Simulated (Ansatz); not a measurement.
**Li vacancy in LiF**

The calculation used Ansatz 0.2.0, DFT PBE, scalar-relativistic, plane waves, PAW. Settings: 420 eV cutoff, 2×2×2 k-mesh, shifted by half a step, Gaussian smearing of 0.01 eV, collinear spin.

Host crystal, relaxed:

```yaml
crystal:
  lattice:
    - [0.00000, 2.03409, 2.03409]
    - [2.03409, 0.00000, 2.03409]
    - [2.03409, 2.03409, 0.00000]
  atoms:
    - { symbol: Li, position: [0.00000, 0.00000, 0.00000] }
    - { symbol: F, position: [0.50000, 0.50000, 0.50000] }
```

Supercell of 40 atoms, rows in host cell vectors: 1 2 -3; -3 0 1; 0 1 2. Atoms relax at the host's cell, keeping the symmetry that the supercell leaves at the site. The cell is small, so energies carry finite-size errors of tenths of an eV. The host's Kohn–Sham gap is 8.83 eV. Atoms are taken from and returned to the elements' standard states. Charged cells are corrected for image charges with the computed static dielectric tensor (mean 11.1) and aligned with the host's potential at far atoms (alignment terms reach 0.14 eV; the program doubts the alignment in some charges, where it is up to 0.14 eV). No band-filling term is added, and the Fermi level counts from the host's valence band top.

Starting moments were lost in some runs.

Defect: Li vacancy at (0.000, 0.000, 0.000) of the host cell.

Task: What is the formation energy of the neutral defect?

Result: 6.60 eV.

Task: Does the neutral defect carry a moment, and how do its surroundings relax?

Result: It changes the cell's moment by 1.00 μB. The nearest neighbours before are 6 F at 2.03 Å; after relaxation the atoms near the site are 2 F at 2.13 Å, 4 F at 2.15 Å; the largest move is 0.12 Å.

Task: Charges 0, -1 were computed. Which is stable where in the gap?

Result: Among the charges computed the stable one is 0 at the valence band top, changing to -1 at 0.21 eV. In charge 0 the cell has partly filled bands: a level of the defect may be part filled, the carrier may sit in the host's bands, or levels may cross between the k points, so transitions that involve it are doubtful. Levels between neighbouring charges: (0/-1) 0.21 eV.